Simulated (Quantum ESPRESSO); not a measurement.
Input of a Quantum ESPRESSO 7.5 run:

Contents of pw.in:

```
&CONTROL
  calculation = 'scf'
  prefix = 'pwscf'
  outdir = './tmp'
  pseudo_dir = './pseudo'
  tprnfor = .true.
  tstress = .true.
  disk_io = 'low'
/
&SYSTEM
  ibrav = 0
  celldm(1) = 8
  nat = 4
  ntyp = 2
  ecutwfc = 84
  nbnd = 28
  occupations = 'smearing'
  smearing = 'fd'
  degauss = 0.00367493
/
&ELECTRONS
  conv_thr = 8d-10
  electron_maxstep = 120
  mixing_beta = 0.5
/
ATOMIC_SPECIES
Sn   118.7100 Sn.upf
O     15.9990 O.upf
CELL_PARAMETERS alat
  0.9008549360743   0.0000000000000   0.0000000000000
  0.0000000000000   0.9008549360743   0.0000000000000
  0.0000000000000   0.0000000000000   1.1543659664739
ATOMIC_POSITIONS crystal
Sn     0.5000000000    0.0000000000    0.7646261400
Sn     0.0000000000    0.5000000000    0.2353738600
O      0.0000000000    0.0000000000    0.0000000000
O      0.5000000000    0.5000000000    0.0000000000
K_POINTS automatic
4 4 4 1 1 1
```

Contents of scf2.in:

```
&CONTROL
  calculation = 'scf'
  prefix = 'pwscf'
  outdir = './tmp'
  pseudo_dir = './pseudo'
  tprnfor = .true.
  tstress = .true.
  disk_io = 'low'
/
&SYSTEM
  ibrav = 0
  celldm(1) = 8
  nat = 4
  ntyp = 2
  ecutwfc = 84
  nbnd = 28
  occupations = 'fixed'
/
&ELECTRONS
  conv_thr = 1d-13
  electron_maxstep = 120
  mixing_beta = 0.5
  startingpot = 'file'
  startingwfc = 'file'
/
ATOMIC_SPECIES
Sn   118.7100 Sn.upf
O     15.9990 O.upf
CELL_PARAMETERS alat
  0.9008549360743   0.0000000000000   0.0000000000000
  0.0000000000000   0.9008549360743   0.0000000000000
  0.0000000000000   0.0000000000000   1.1543659664739
ATOMIC_POSITIONS crystal
Sn     0.5000000000    0.0000000000    0.7646261400
Sn     0.0000000000    0.5000000000    0.2353738600
O      0.0000000000    0.0000000000    0.0000000000
O      0.5000000000    0.5000000000    0.0000000000
K_POINTS automatic
4 4 4 1 1 1
```

The input ph.in:

```
dielectric of SnO
&INPUTPH
  prefix = 'pwscf'
  outdir = './tmp'
  tr2_ph = 1d-18
  fildyn = 'dyn'
  niter_ph = 90
  alpha_mix(1) = 0.7
  epsil = .true.
  trans = .false.
  zeu = .true.
/
0.0000000000 0.0000000000 0.0000000000
```

Potentials or basis: PseudoDojo 0.4.1 SR LDA standard.

Command:

```bash
$ OMP_NUM_THREADS=1 pw.x -in pw.in > pw.out
$ OMP_NUM_THREADS=1 pw.x -in scf2.in > scf2.out
$ OMP_NUM_THREADS=1 ph.x -in ph.in > ph.out
```

(1) Predict the electronic dielectric tensor (diagonal).

(2) Estimate the Born charges (mean of the diagonal).

(3) Predict the largest force.

Answers

(1) 7.86, 7.86, 6.98.

(2) Sn +3.02; O -3.00 e.

(3) 0.205 eV/Å.

Caveat: the mesh is thin for the dielectric tensor, Born charges and intensities, which usually come out too large; the cell is more than 3 GPa from zero pressure, which shifts response properties.
